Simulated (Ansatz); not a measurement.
EuS in the rocksalt structure

Level of theory: DFT, PBE+U (U_eff = 1 eV on Eu 4f), scalar-relativistic, collinear spin; plane waves to 420 eV with PAW datasets (Ansatz 0.2.0), Γ-centred 8×8×8 mesh, 0.05 eV Gaussian smearing. The datasets are Ansatz's generated set soft_2.

Space group Fm-3m (No. 225). a = 5.985 Å, b = 5.985 Å, c = 5.985 Å, α = 90.00°, β = 90.00°, γ = 90.00°
```json
{"atom": "Eu", "site": "4b", "symmetry": "m-3m", "x": "0.5000", "y": "0.0000", "z": "0.0000"}
{"atom": "S", "site": "4a", "symmetry": "m-3m", "x": "0.0000", "y": "0.0000", "z": "0.0000"}
```

The compound is reported in the structure type of the start.

Magnetic state: ferromagnetic, site spin moments Eu 6.80; S -0.06 μB.

The pressure at this geometry is -2.3 GPa.

Which orbitals carry the states at the Fermi level, and how many states are there?

Within 0.1 eV of it: Eu 4f 88 % (shares among the projected shells). The Fermi level sits on a steep edge: the density of states is 1.9, 0.2 and 0.1 states/eV per cell at −0.1, 0 and +0.1 eV.

Density of states (tetrahedra, averaged over 0.5 eV; states/eV per cell of 2 atoms; energy in eV from the Fermi level; projections on Löwdin-orthogonalised atomic orbitals, summed over sites):

```
    E  total  Eu 4f up  S 3p  Eu 5d up  Eu 5d down  Eu 6s
-5.10    0.0       0.0   0.0       0.0         0.0    0.0
-4.60    1.1       0.0   0.7       0.2         0.1    0.1
-4.10    2.1       0.0   1.5       0.1         0.2    0.2
-3.60    3.4       0.0   2.6       0.4         0.2    0.0
-3.10    4.6       0.1   3.7       0.3         0.4    0.0
-2.60    0.7       0.0   0.6       0.0         0.0    0.0
-2.10    0.0       0.0   0.0       0.0         0.0    0.0
-1.60    0.0       0.0   0.0       0.0         0.0    0.0
-1.10    0.0       0.0   0.0       0.0         0.0    0.0
-0.60    5.7       5.5   0.0       0.2         0.0    0.0
-0.10    8.3       8.1   0.1       0.1         0.0    0.0
 0.40    0.3       0.1   0.0       0.1         0.1    0.0
 0.90    0.5       0.0   0.0       0.2         0.2    0.0
 1.40    0.9       0.0   0.1       0.4         0.3    0.0
 1.90    1.3       0.0   0.1       0.5         0.5    0.1
```

Formal charges Eu²⁺, S²⁻ leave Eu²⁺ with an open 4f⁷ shell. Exchange should fill one spin channel of a half-filled shell and leave an insulator, so a metal points to the functional or the structure. The run still finds no gap: within 0.1 eV of the Fermi level the projected states are 88 % Eu 4f.

Hund's first rule gives Eu²⁺ with 7 f electrons 7 unpaired spins, a spin moment of 7 μB; the run has 6.80 μB on Eu (atomic spheres) and 6.91 f electrons on orthogonalised orbitals. The moment is close to the ion's, so in this run the shell is localised and nearly fully polarised.

For elements this heavy, spin–orbit coupling would shift levels and gaps; it isn't included here. Site moments are of spin, integrated over atomic spheres.
